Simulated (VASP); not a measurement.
RbBr:

```
Rb Br
1.0
     0.00000    3.42606    3.42606
     3.42606    0.00000    3.42606
     3.42606    3.42606    0.00000
Rb Br
1 1
Direct
  0.00000 0.00000 0.00000
  0.50000 0.50000 0.50000
```

Base run:

- Program: VASP 6.6.1
- Functional: PBE0
- Potentials or basis: VASP PAW PBE potentials, release 64 (Rb_sv, Br)
- Cutoff: 520 eV
- k mesh: 4 × 4 × 4
- Occupations: gaussian, width 0.03 eV
- Spin: no spin polarisation

Its results: band gap on the k mesh 6.24 eV, direct; pressure 0.8 GPa.

Q: The run is repeated on the same cell with these changes: functional from PBE0 to PBE-EpsX. What comes out?

A: Band gap on the k mesh 7.34 eV, direct; pressure 0.6 GPa.

Caveats: the PAW data sets were made with another functional, which shifts forces and pressure a little.
